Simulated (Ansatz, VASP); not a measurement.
## Na in VASP and in Ansatz

```xyz
1
Lattice="-2.1410 2.1410 2.1410 2.1410 -2.1410 2.1410 2.1410 2.1410 -2.1410" Properties=species:S:1:pos:R:3 pbc="T T T"
Na    0.0000    0.0000    0.0000
```

Alike in both runs: functional LDA; k mesh 9 × 9 × 9; occupations gaussian, width 0.05 eV; no spin polarisation.

|  | VASP | Ansatz |
| --- | --- | --- |
| version | VASP 6.6.1 | Ansatz 0.2.0 |
| potentials or method | VASP PAW LDA potentials, release 64 (Na_pv), cutoff 520 eV | all-electron LAPW, scalar-relativistic |
| task | single point | band structure |

```csv
,VASP,Ansatz,Ansatz less VASP
gap on the k mesh at the Fermi level (eV),none,none,-
pressure (GPa),-1.1,-1.1,+0.02
```

A gap of «none» marks a metal or a gap that the smearing closes. Ansatz ran all-electron here, so the differences hold the error of VASP's frozen core and of both bases.
